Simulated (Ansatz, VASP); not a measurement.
# Two plane-wave programs on CuO

```
Cu O
1.0
     0.00000    2.21026    2.21026
     2.21026    0.00000    2.21026
     2.21026    2.21026    0.00000
Cu O
1 1
Direct
  0.00000 0.00000 0.00000
  0.50000 0.50000 0.50000
```

Alike in both runs: task single point; functional PBE; k mesh 18 × 18 × 18; occupations gaussian, width 0.1 eV; no spin polarisation.

|  | VASP | Ansatz |
| --- | --- | --- |
| version | VASP 6.6.1 | Ansatz 0.2.0 |
| potentials or method | VASP PAW PBE potentials, release 64 (Cu, O) | scalar-relativistic, plane waves, PAW |
| plane-wave cutoff (eV) | 520 | 420 |
| valence electrons in the cell | 17 | 25 |

Ansatz gave:

| Property | Result |
| --- | --- |
| gap on the k mesh at the Fermi level (eV) | none |
| pressure (GPa) | -16.2 |

Problem. Which values does VASP return?

Solution. gap on the k mesh at the Fermi level (eV): none; pressure (GPa): -16.1.

A gap of «none» marks a metal or a gap that the smearing closes. The two sets of potentials don't hold the same shells in valence.

Caveats: so large a pressure means that the cell lies far from this level's equilibrium, or that cutoff or potentials fall short (VASP); an odd number of electrons without spin polarisation forces a metal; a magnetic or distorted state may lie lower; the run has no spin polarisation, though such a crystal can be magnetic; semilocal functionals often make such compounds metallic where correlation or magnetic order opens a gap, which also shifts bond lengths.
